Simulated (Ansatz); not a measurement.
Phases of MgO at 13 GPa

Structure types of MgO are relaxed in primitive cells with their symmetry kept at 13 GPa, on PAW files; LAPW relaxes the small cells further and takes the PAW cell for the others (marked *). The enthalpy is E + pV at zero temperature, without zero-point motion. Only the types listed were tried, and differences under about 5 meV/atom are mesh noise. The real phase may be another.

Level of theory: DFT with PBE, scalar-relativistic, in Ansatz 0.2.0; Fermi–Dirac smearing of 0.05 eV, no spin polarisation. LAPW: all electrons, basis error target 0.5 meV/atom; PAW: frozen-core files, cutoff 420 eV.

k meshes: rocksalt 16×16×16, CsCl 14×14×14, zincblende 15×15×15, wurtzite 12×12×6, NiAs 10×10×6.

Question: Which type is lowest in enthalpy, and by how much?

Answer: rocksalt, 159 meV/atom below NiAs. The whole table:

| start type | ends as | a, b, c (Å) | V (Å³/atom) | H − H(lowest), LAPW (meV/atom) | same, PAW |
| --- | --- | --- | --- | --- | --- |
| rocksalt | rocksalt, Fm-3m | 4.149, 4.149, 4.149 | 8.93 | 0.0 | 0.0 |
| CsCl | CsCl, Pm-3m | 2.590, 2.590, 2.590 | 8.69 | 731.1 | 732.9 |
| zincblende | zincblende, F-43m | 4.470, 4.470, 4.470 | 11.16 | 299.0 | 297.0 |
| wurtzite* | flat h-MgO, P6_3/mmc | 3.416, 3.416, 4.124 | 10.42 | 166.6 | 165.2 |
| NiAs* | NiAs, P6_3/mmc | 2.881, 2.881, 5.034 | 9.04 | 159.5 | 159.6 |

Question: Split the lead of rocksalt over NiAs into energy and pV.

Answer: For NiAs less rocksalt: ΔE = +150.2 meV/atom, and p·ΔV = 13 GPa × +0.1140 Å³ × 6.242 meV/(GPa·Å³) = +9.3 meV/atom, together 159.5 meV/atom. rocksalt wins on both counts.
